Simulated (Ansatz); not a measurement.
# MoS$_{2}$: energy along a strain

MoS$_{2}$, P-6m2, a = 3.150 Å, c = 6.648 Å. This isn't the usual stable structure of the compound. Ansatz: PBE+D3(BJ), PAW, 420 eV, Γ-centred 12×12×4 mesh on 3 atoms, Gaussian smearing 0.05 eV; no spin polarisation. Cell vectors (Å): 3.150 0.000 0.000; -1.575 2.728 0.000; 0.000 0.000 6.648. The cell is strained by x per cent times the pattern (0 0 1 0 0 0) in the order xx yy zz yz xz xy (engineering shears), with fractional coordinates held. y is the free energy over the start, V0 = 19.038 Å³/atom. Points with a strain past 8.5 % were computed too (3) and aren't used here.

| x (%) | y (meV/atom) |
| --- | --- |
| -7.50 | 104.92 |
| -5.00 | 44.77 |
| -2.50 | 10.76 |
| 0.00 | 0.00 |
| 2.50 | 9.90 |
| 5.00 | 38.11 |
| 7.50 | ? |

Question: Fit y = c2 x² + c3 x³ to the other rows, get the stiffness along the pattern, and predict the missing energy.

Answer: Least squares on the rows shown. y = 1.6594 x² − 0.027321 x³. The clamped-ion stiffness p·C·p = 2 × 16.59 eV × 160.2 / 19.038 Å³ = 279 GPa, which is C33 in these axes. At x = 7.50 the fit asked for gives 81.82 meV/atom. The run gave 82.52 meV/atom, so the fit is 0.70 meV/atom too low, 0.67 % of the span of the series, against an rms of 0.07 meV/atom on the fitted rows. The row lies outside the fitted range. With a term in x⁴ added, a fit to the same known rows predicts 82.43 meV/atom, so most of the miss is curvature that the known rows already hold.

Cost: 10 runs of about 0.24 core-minutes in all, on AMD EPYC 9R45 (Zen 5) (shared hosts).